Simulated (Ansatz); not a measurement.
# PtSe2 (Sudovikovite) (P-3m1) in Ansatz: notebook

The runs below take PtSe2 (Sudovikovite) through single point, equation of state, with LDA.

Program: Ansatz 0.2.0. These are calculated values, not measurements. Logs are shortened: lines on timing, memory, paths and dates and some standing lists are left out, and cuts for length are marked.

## (1) The crystal as given

Symmetry: P-3m1, No. 164, trigonal system. The conventional cell has a = 3.724 Å, b = 3.724 Å, c = 5.062 Å, α = 90.00°, β = 90.00°, γ = 120.00°. Pt (site symmetry -3m) has 6 Se at 2.49 Å as nearest neighbours. Se (site symmetry 3m) is surrounded by 3 Pt at 2.49 Å.

## (2) Single point, LDA, 19.05 Å³/atom (volume scaled by 0.94)

Contents of input.yaml:

```yaml
crystal:
  lattice:
    - [3.6479786689, 0.0, 0.0]
    - [-1.8239893344, 3.1592421997, 0.0]
    - [0.0, 0.0, 4.9586648823]
  atoms:
    - { symbol: Pt, position: [0.0, 0.0, 0.0] }
    - { symbol: Se, position: [0.6666666667, 0.3333333333, 0.75] }
    - { symbol: Se, position: [0.3333333333, 0.6666666667, 0.25] }
kpoints:
  mp_grid: { grid: [8, 8, 5] }
scf:
  occupations: { method: fermi_dirac, width: 0.05 }
hamiltonian:
  xc: lda
  pseudopotentials: { kind: all_electron, lapw: { basis_error: 0.002 } }
output:
  forces: true
  stress: true
  eigenvalues: true
```

Potentials or basis: all-electron LAPW, scalar-relativistic.

Run with:

```
$ ansatz run input.yaml --threads 2 --pin off --max-ram 8192MiB --backend cpu --events-out ev --progress --plain --runs-dir out
```

Log:

```text
Warning: RAYON_NUM_THREADS=2 ignored (pool sized by the plan → 2); use --threads N
LAPW: plane waves up to 8.998 Å⁻¹, error target 2.0e-3 eV per atom; small_component_spin mean_spin; Se in spheres of 1.173 Å, 24 of its electrons in bands, Dirac shells []; Pt in spheres of 1.270 Å, 42 of its electrons in bands, Dirac shells [] (how accurate: hamiltonian.pseudopotentials.lapw.basis_error, Limitations)
Engine: ansatz 0.2.0, x86_64-unknown-linux-gnu
Pseudopotentials: kind: all_electron
Pseudopotential: Pt, LAPW, valence charge 42, lapw/all_electron/scalar/gaussian/Pt, Koelling and Harmon's equation, gaussian nucleus
Pseudopotential: Se, LAPW, valence charge 24, lapw/all_electron/scalar/gaussian/Se, Koelling and Harmon's equation, gaussian nucleus
Functional definition: SPW92
  exchange = slater_x
  correlation = pw_c
Crystal: 3 atoms, lattice volume = 57.148 Å³
Basis set: ecut = 308.4495638686752 eV, 687 PW (Γ), exchange–correlation at level 2
Bands: 54, of which v1, the nominal top of the filled ones, is band 45 counted from 1 (44 counted from 0)
Symmetry: 12 space group operations
Space group: P-3m1 (ITA 164), of the structure as read, at distance tolerance 3.9e-5 Å
k-points: 40 of 320
Non-local potential: Pt, projectors of the file, none
Non-local potential: Se, projectors of the file, none
Initial density: superposition of atomic densities (chi_scale 0.1, normalization cell, long waves kept (reshape's long-wave potential 0.02 eV rms))
Initial wavefunctions: plane waves of lowest kinetic energy (no species holds an atomic orbital)
Functional: x = slater, c = lda
iter 1 solved again at ethr=1.55e-3 eV; its pass at ethr=1.00e-1 eV (dr2=1.40e0 eV) is discarded
SCF iter   1: F=—  HF=-632761.354189 eV  |F-HF|=—  |Δ(HF+E_count)|=         —  Δρ=4.32e-2  dr2=1.40e0  ethr=1.55e-3  ⟨swp⟩=2.0  Hψ=13361  notcnv=0
preconditioner: auto → Resta (q_TF=auto, 2.943 Å⁻¹)  ε∞=4.2  [insulator: Δε(μ)=0.493 eV  Ē_g=12.965 eV  σ=0.050 eV  W_gap=0.97  n_scr=22 (ndim 8)  ℏωp=23.0 eV  f_vac=0.119  D(μ)=0.01/eV (n_scr^D=0)  ε∞_Penn≈4.2]
SCF iter   2: F=—  HF=-632760.997385 eV  |F-HF|=—  |Δ(HF+E_count)|=   3.57e-1  Δρ=2.65e-2  dr2=9.07e-1  ethr=1.55e-3  ⟨swp⟩=3.0  Hψ=6761  notcnv=0
preconditioner: auto → LDOS  [metal: Δε(μ)=0.060 eV  Ē_g=13.411 eV  σ=0.050 eV  W_gap=0.29  n_scr=22 (ndim 8)  ℏωp=23.0 eV  f_vac=0.131  D(μ)=0.90/eV (n_scr^D=2)  β→1.0]
iter 3 solved again at ethr=1.47e-5 eV; its pass at ethr=1.01e-3 eV (dr2=1.32e-2 eV) is discarded
SCF iter   3: F=—  HF=-632760.567132 eV  |F-HF|=—  |Δ(HF+E_count)|=   4.30e-1  Δρ=5.94e-3  dr2=1.32e-2  ethr=1.47e-5  ⟨swp⟩=2.0  Hψ=10960  notcnv=0
SCF iter   4: F=—  HF=-632760.564566 eV  |F-HF|=—  |Δ(HF+E_count)|=         —  Δρ=8.09e-4  dr2=6.26e-4  ethr=1.46e-5  ⟨swp⟩=2.0  Hψ=6292  notcnv=0
the basis was enlarged: its passes take 399.0 KiB over the memory plan, 2 of 2 planned eigensolver slots
SCF iter   5: F=—  HF=-632760.561340 eV  |F-HF|=—  |Δ(HF+E_count)|=   3.23e-3  Δρ=2.78e-4  dr2=2.75e-5  ethr=6.96e-7  ⟨swp⟩=2.0  Hψ=6294  notcnv=0
SCF iter   6: F=—  HF=-632760.561335 eV  |F-HF|=—  |Δ(HF+E_count)|=   4.99e-6  Δρ=1.13e-4  dr2=1.12e-5  ethr=3.06e-8  ⟨swp⟩=2.7  Hψ=6328  notcnv=0
SCF iter   7: F=—  HF=-632760.561329 eV  |F-HF|=—  |Δ(HF+E_count)|=   5.81e-6  Δρ=2.45e-5  dr2=3.93e-7  ethr=1.24e-8  ⟨swp⟩=2.1  Hψ=6295  notcnv=0
SCF iter   8: F=-632760.561329 eV  HF=-632760.561329 eV  |F-HF|=1.66e-8  |Δ(HF+E_count)|=   1.88e-7  Δρ=7.14e-6  dr2=1.71e-8  ethr=4.37e-10  ⟨swp⟩=2.0  Hψ=6292  notcnv=0
SCF 1 converged in 8 iterations: F = -632760.561329 eV  dr2 = 1.71e-8
SCF converged after 8 iterations
Free energy (F): -632760.561329 eV
Harris-Foulkes:  -632760.561329 eV  (|F-HF|=1.66e-8)
Internal energy: -632760.555327 eV  (E = F + TS)
E sigma→0 (E₀):  -632760.558328 eV
Entropy (-TS):   -0.006002 eV (-2.001 meV/atom)
Fermi energy:    16.292757 eV
--- Per-component energies (eV) ---
  E_band       = -6785.272654
  E_kinetic    = 703591.763967
  E_xc         = -14033.616048
  E_electrostatic = -1322318.703246  (all electrons and nuclei)
  E_smearing   = -0.006002  (= −TS)
  E_closure    = 0.000000  (closes the sum)
  E_atoms      = -632743.538348  (free atoms, spherical and without spin; not in F)
  Σ components = -632760.561329   (vs F -632760.561329, Δ=0.00e0)
  Basis errors (estimates in eV, not in F): energy 7.9e-4 per atom: plane waves 7.2e-4 (4.2e-4 summed), levels above the bands 4.0e-89, relativity 8.9e-9, radial functions 6.4e-5, core shells 1.5e-6; eigenvalues (radial functions only) 2.9e-6; not estimated: angular momenta, meshes, grids; target (lapw.basis_error) 2.0e-3; muffin-tin radii Se 1.173 Å, Pt 1.270 Å
--- Forces (eV/Å), atoms counted from 1 ---
  atom   1  Pt     0.00000000     0.00000000     0.00000000
  atom   2  Se    -0.00000000     0.00000000    -1.04783549
  atom   3  Se     0.00000000    -0.00000000     1.04783549
  max |Σ_I F_I| component: 1.16e-18 eV/Å
--- Stress (GPa, compression-positive) ---
       10.610557      -0.000000       0.000000
       -0.000000      10.610557       0.000000
        0.000000       0.000000       6.071270
  P = ⅓ Tr σ = 9.0975 GPa (90.975 kbar)
--- Band table (eV; the first three rows and the last of 40) ---
  k-point 0: bands = ["-288.0486", "-288.0486", "-287.9427", "-287.9427", "-287.9359", "-191.7309", "-191.7309", "-131.7746", "-131.7746", "-131.7746", "-131.7746", "-131.7542", "-131.7542", "-83.6588", "-52.2542", "-52.2446", "-52.2446", "-52.1983", "-52.1787", "-52.1787", "-52.1071", "-37.8370", "-37.8370", "-37.7448", "-32.5370", "-32.5370", "-32.5330", "-32.5330", "-32.5221", "-32.5221", "-32.5157", "-32.5157", "-32.5114", "-32.5110", "-0.0963", "3.1021", "8.4669", "9.2125", "9.2125", "11.8482", "11.8482", "13.4763", "15.1114", "15.1114", "16.6616", "17.8042", "17.8042", "19.6237", "20.7117", "23.4916", "23.4916", "28.2324", "28.7642", "28.7642"]
  k-point 1: bands = ["-288.0486", "-288.0486", "-287.9427", "-287.9427", "-287.9359", "-191.7309", "-191.7309", "-131.7746", "-131.7746", "-131.7746", "-131.7746", "-131.7542", "-131.7542", "-83.6588", "-52.2542", "-52.2446", "-52.2446", "-52.1983", "-52.1787", "-52.1787", "-52.1071", "-37.8370", "-37.8370", "-37.7448", "-32.5368", "-32.5368", "-32.5331", "-32.5331", "-32.5217", "-32.5217", "-32.5162", "-32.5162", "-32.5115", "-32.5109", "0.0611", "2.6921", "9.0547", "9.2311", "9.2311", "11.8348", "11.8348", "13.4235", "14.9309", "14.9309", "15.8144", "18.1279", "18.1279", "19.9343", "21.5921", "23.3784", "23.3784", "26.9516", "27.2274", "27.2274"]
  k-point 2: bands = ["-288.0486", "-288.0486", "-287.9427", "-287.9427", "-287.9359", "-191.7309", "-191.7309", "-131.7746", "-131.7746", "-131.7746", "-131.7746", "-131.7542", "-131.7542", "-83.6588", "-52.2542", "-52.2446", "-52.2446", "-52.1983", "-52.1787", "-52.1787", "-52.1071", "-37.8370", "-37.8370", "-37.7449", "-32.5364", "-32.5364", "-32.5332", "-32.5332", "-32.5209", "-32.5209", "-32.5172", "-32.5172", "-32.5116", "-32.5108", "0.4262", "1.9878", "9.2617", "9.2617", "10.1596", "11.8151", "11.8151", "13.1346", "14.6794", "14.6794", "14.7111", "18.6694", "18.6694", "20.7346", "22.6993", "23.0668", "23.0668", "25.3370", "26.1990", "26.3109"]
  k-point 39: bands = ["-288.0486", "-288.0486", "-287.9427", "-287.9427", "-287.9359", "-191.7309", "-191.7309", "-131.7746", "-131.7746", "-131.7746", "-131.7746", "-131.7542", "-131.7542", "-83.6585", "-52.2542", "-52.2446", "-52.2445", "-52.1983", "-52.1787", "-52.1787", "-52.1071", "-37.8482", "-37.8448", "-37.7440", "-32.5361", "-32.5356", "-32.5346", "-32.5335", "-32.5209", "-32.5189", "-32.5185", "-32.5180", "-32.5106", "-32.5106", "2.0889", "2.2519", "8.7523", "9.2913", "9.9414", "11.0202", "11.4328", "12.1248", "12.2925", "13.4805", "13.7695", "17.8115", "18.3920", "22.2749", "23.1105", "24.0264", "24.4252", "25.8242", "26.6167", "27.2525"]
```

Run time: 23 s. Hardware: 2 threads of Intel Xeon Platinum 8259CL at 2.50GHz (Skylake/Cascade Lake), shared host; peak memory 0.54 GiB.

Results:

| Property | Result |
| --- | --- |
| Free energy | -632760.5613 eV |
| Pressure | 9.1 GPa |
| Largest force | 1.048 eV/Å |
| Band gap on the k mesh | none (metal or under the smearing width) |

Caveat: forces of over 1 eV/Å show positions far from the minimum, so gaps and moduli don't describe the material at rest.

## (3) Single point, LDA, 19.45 Å³/atom (volume scaled by 0.96)

input.yaml: that of step 2 with these lines changed.

```diff
@@ -2,5 +2,5 @@
   lattice:
-    - [3.6479786689, 0.0, 0.0]
-    - [-1.8239893344, 3.1592421997, 0.0]
-    - [0.0, 0.0, 4.9586648823]
+    - [3.6736695059, 0.0, 0.0]
+    - [-1.836834753, 3.1814911172, 0.0]
+    - [0.0, 0.0, 4.9935862081]
   atoms:
```

Potentials or basis: all-electron LAPW, scalar-relativistic.

Run with:

```
$ ansatz run input.yaml --threads 2 --pin off --max-ram 8192MiB --backend cpu --events-out ev --progress --plain --runs-dir out
```

It took 21 s on 2 threads of Intel Xeon Platinum 8259CL at 2.50GHz (Skylake/Cascade Lake), shared host; peak memory 0.52 GiB.

Results (log left out):

```
Free energy            : -632760.6166 eV
Pressure               : 5.5 GPa
Largest force          : 0.739 eV/Å
Band gap on the k mesh : none (metal or under the smearing width)
```

## (4) Single point, LDA, 19.86 Å³/atom (volume scaled by 0.98)

input.yaml: that of step 3 with these lines changed.

```diff
@@ -2,5 +2,5 @@
   lattice:
-    - [3.6736695059, 0.0, 0.0]
-    - [-1.836834753, 3.1814911172, 0.0]
-    - [0.0, 0.0, 4.9935862081]
+    - [3.6990059583, 0.0, 0.0]
+    - [-1.8495029792, 3.2034331287, 0.0]
+    - [0.0, 0.0, 5.028025822]
   atoms:
```

Run with:

```
$ ansatz run input.yaml --threads 2 --pin off --max-ram 8192MiB --backend cpu --events-out ev --progress --plain --runs-dir out
```

Wall time 21 s (2 threads of Intel Xeon Platinum 8259CL at 2.50GHz (Skylake/Cascade Lake), shared host); peak memory 0.53 GiB.

Results (log left out):

```yaml
Free_energy: -632760.6463 eV
Pressure: 2.4 GPa
Largest_force: 0.455 eV/Å
Band_gap_on_the_k_mesh: none (metal or under the smearing width)
```

## (5) Single point, LDA, 20.27 Å³/atom

input.yaml: that of step 4 with these lines changed.

```diff
@@ -2,5 +2,5 @@
   lattice:
-    - [3.6990059583, 0.0, 0.0]
-    - [-1.8495029792, 3.2034331287, 0.0]
-    - [0.0, 0.0, 5.028025822]
+    - [3.724, 0.0, 0.0]
+    - [-1.862, 3.2250786037, 0.0]
+    - [0.0, 0.0, 5.062]
   atoms:
```

Run with:

```
$ ansatz run input.yaml --threads 2 --pin off --max-ram 8192MiB --backend cpu --events-out ev --progress --plain --runs-dir out
```

It took 17 s on 2 threads of Intel Xeon Platinum 8259CL at 2.50GHz (Skylake/Cascade Lake), shared host; peak memory 0.52 GiB.

Results (log left out):

- Free energy: -632760.6533 eV
- Pressure: -0.4 GPa
- Largest force: 0.196 eV/Å
- Band gap on the k mesh: none (metal or under the smearing width)

## (6) Single point, LDA, 20.67 Å³/atom (volume scaled by 1.02)

input.yaml: that of step 5 with these lines changed.

```diff
@@ -2,5 +2,5 @@
   lattice:
-    - [3.724, 0.0, 0.0]
-    - [-1.862, 3.2250786037, 0.0]
-    - [0.0, 0.0, 5.062]
+    - [3.7486629704, 0.0, 0.0]
+    - [-1.8743314852, 3.2464373626, 0.0]
+    - [0.0, 0.0, 5.0955241558]
   atoms:
```

Potentials or basis: all-electron LAPW, scalar-relativistic.

Run with:

```
$ ansatz run input.yaml --threads 2 --pin off --max-ram 8192MiB --backend cpu --events-out ev --progress --plain --runs-dir out
```

Run time: 17 s. Hardware: 2 threads of Intel Xeon Platinum 8259CL at 2.50GHz (Skylake/Cascade Lake), shared host; peak memory 0.52 GiB.

The run converged. Its results:

```yaml
Free_energy: -632760.6401 eV
Pressure: -3.0 GPa
Largest_force: 0.042 eV/Å
Band_gap_on_the_k_mesh: none (metal or under the smearing width)
```

## (7) Single point, LDA, 21.08 Å³/atom (volume scaled by 1.04)

input.yaml: that of step 6 with these lines changed.

```diff
@@ -2,5 +2,5 @@
   lattice:
-    - [3.7486629704, 0.0, 0.0]
-    - [-1.8743314852, 3.2464373626, 0.0]
-    - [0.0, 0.0, 5.0955241558]
+    - [3.7730056198, 0.0, 0.0]
+    - [-1.8865028099, 3.2675187154, 0.0]
+    - [0.0, 0.0, 5.1286129021]
   atoms:
```

Run with:

```
$ ansatz run input.yaml --threads 2 --pin off --max-ram 8192MiB --backend cpu --events-out ev --progress --plain --runs-dir out
```

It took 17 s on 2 threads of Intel Xeon Platinum 8259CL at 2.50GHz (Skylake/Cascade Lake), shared host; peak memory 0.5 GiB.

The run converged. Its results:

```yaml
Free_energy: -632760.6090 eV
Pressure: -5.2 GPa
Largest_force: 0.260 eV/Å
Band_gap_on_the_k_mesh: none (metal or under the smearing width)
```

## (8) Single point, LDA, 21.48 Å³/atom (volume scaled by 1.06)

input.yaml: that of step 7 with these lines changed.

```diff
@@ -2,5 +2,5 @@
   lattice:
-    - [3.7730056198, 0.0, 0.0]
-    - [-1.8865028099, 3.2675187154, 0.0]
-    - [0.0, 0.0, 5.1286129021]
+    - [3.7970381507, 0.0, 0.0]
+    - [-1.8985190754, 3.2883314977, 0.0]
+    - [0.0, 0.0, 5.1612801071]
   atoms:
```

Run with:

```
$ ansatz run input.yaml --threads 2 --pin off --max-ram 8192MiB --backend cpu --events-out ev --progress --plain --runs-dir out
```

Wall time 17 s (2 threads of Intel Xeon Platinum 8259CL at 2.50GHz (Skylake/Cascade Lake), shared host); peak memory 0.52 GiB.

The run converged. Its results:

- Free energy: -632760.5619 eV
- Pressure: -7.2 GPa
- Largest force: 0.460 eV/Å
- Band gap on the k mesh: none (metal or under the smearing width)

## (9) Equation of state, LDA

Potentials or basis: all-electron LAPW, scalar-relativistic.

No new run: the results of the series are fitted here.

Results:

```
Equilibrium volume                        : 20.20 Å³/atom
Bulk modulus at fixed shape and positions : 135 GPa
Pressure derivative of the bulk modulus   : 4.9
```

Energy against volume, from the lowest point:
| volume (Å³/atom) | energy (meV/atom) |
| --- | --- |
| 19.049 | 30.64 |
| 19.455 | 12.22 |
| 19.860 | 2.33 |
| 20.265 | 0.00 |
| 20.671 | 4.39 |
| 21.076 | 14.77 |
| 21.481 | 30.45 |

Caveat: the cell was scaled at fixed shape and fractional positions, which overstates the stiffness of a crystal with free parameters, most of all of layers and chains.
